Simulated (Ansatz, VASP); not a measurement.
This is a calculation of NbSi for Ansatz 0.2.0.

File input.yaml:

```yaml
crystal:
  lattice:
    - [3.1352552006, 0.0, 0.0]
    - [0.0, 3.1352552006, 0.0]
    - [0.0, 0.0, 3.1352552006]
  atoms:
    - { symbol: Nb, position: [0.0, 0.0, 0.0] }
    - { symbol: Si, position: [0.5, 0.5, 0.5] }
hamiltonian:
  xc: pbe
  pseudopotentials: { kind: paw }
kpoints:
  mp_grid: { grid: [8, 8, 8] }
scf:
  occupations: { method: fermi_dirac, width: 0.05 }
output:
  forces: true
  stress: true
  eigenvalues: true
```

Potentials or basis: Ansatz PAW.

Command:

```bash
$ ansatz run input.yaml --threads 1 --pin off --max-ram 3584MiB --backend cpu --events-out ev --progress --plain --runs-dir out
```

Question: Set up the same calculation for VASP 6.6.1. Potentials there: VASP PAW PBE potentials, release 64 (Nb_sv, Si).

Answer: As run (the cutoff follows the program's own potentials):

File INCAR:

```
SYSTEM = NbSi
PREC = Accurate
ENCUT = 520
EDIFF = 1E-6
ISMEAR = -1
SIGMA = 0.05
LREAL = .False.
LASPH = .True.
NELM = 100
ALGO = Normal
ISIF = 2
LWAVE = .False.
LCHARG = .True.
GGA = PE
LELF = .True.
LVHAR = .True.
NBANDS = 16
```

Contents of KPOINTS:

```
regular mesh
0
Gamma
  8 8 8
  0 0 0
```

File POSCAR:

```
NbSi
1.0
    3.1352552006      0.0000000000      0.0000000000
    0.0000000000      3.1352552006      0.0000000000
    0.0000000000      0.0000000000      3.1352552006
Nb Si
1 1
Direct
    0.0000000000      0.0000000000      0.0000000000
    0.5000000000      0.5000000000      0.5000000000
```

Potentials or basis: VASP PAW PBE potentials, release 64 (Nb_sv, Si).

Run with:

```sh
$ cat potpaw_PBE.64/Nb_sv/POTCAR potpaw_PBE.64/Si/POTCAR > POTCAR
$ mpirun -np 1 vasp_std > vasp.out
```

Both were run:

|  | VASP | Ansatz | Ansatz less VASP |
| --- | --- | --- | --- |
| gap on the k mesh at the Fermi level (eV) | none | none | - |
| pressure (GPa) | 3.3 | 3.5 | +0.21 |

A gap of «none» marks a metal or a gap that the smearing closes. With one functional, cell and mesh, what is left measures potentials, basis and numerics.
